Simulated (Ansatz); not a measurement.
# Ta$_{2}$H: strain energy, fitted

Ta$_{2}$H, P-4m2, a = 3.347 Å, c = 3.393 Å. The structure is a Materials Project entry; whether it is the stable form wasn't checked. Ansatz: PBEsol, PAW, 420 eV, Γ-centred 12×12×12 mesh on 3 atoms, Gaussian smearing 0.10 eV; no spin polarisation. Series: equal strain along all axes, cell held, atoms relaxed; x is the strain in per cent. y is the free energy over the unstrained cell, V0 = 12.668 Å³/atom.

| x (%) | y (meV/atom) |
| --- | --- |
| -6.0 | ? |
| -4.0 | 137.88 |
| -2.0 | 32.47 |
| 0.0 | 0.00 |
| 2.0 | 29.07 |
| 4.0 | 109.73 |
| 6.0 | 233.07 |

Fit y = c2 x² + c3 x³ to the other rows, turn c2 into a modulus, and predict the missing energy.

Least squares on the rows shown. y = 7.7505 x² − 0.21379 x³. In eV per unit strain² c2 is 77.50; the stiffness is B for this strain (E = 9/2 B V0 ε², shape held): 2 × 77.50 × 160.2 / (9 × 12.668) = 218 GPa. At x = -6.0 the fit asked for gives 325.20 meV/atom. The run gave 329.56 meV/atom, so the fit is 4.36 meV/atom too low, 1.3 % of the span of the series, against an rms of 0.33 meV/atom on the fitted rows. The row lies outside the fitted range. With a term in x⁴ added, a fit to the same known rows predicts 328.09 meV/atom, so most of the miss is curvature that the known rows already hold.

Spin–orbit coupling is left out, which can shift energies with elements as heavy as these.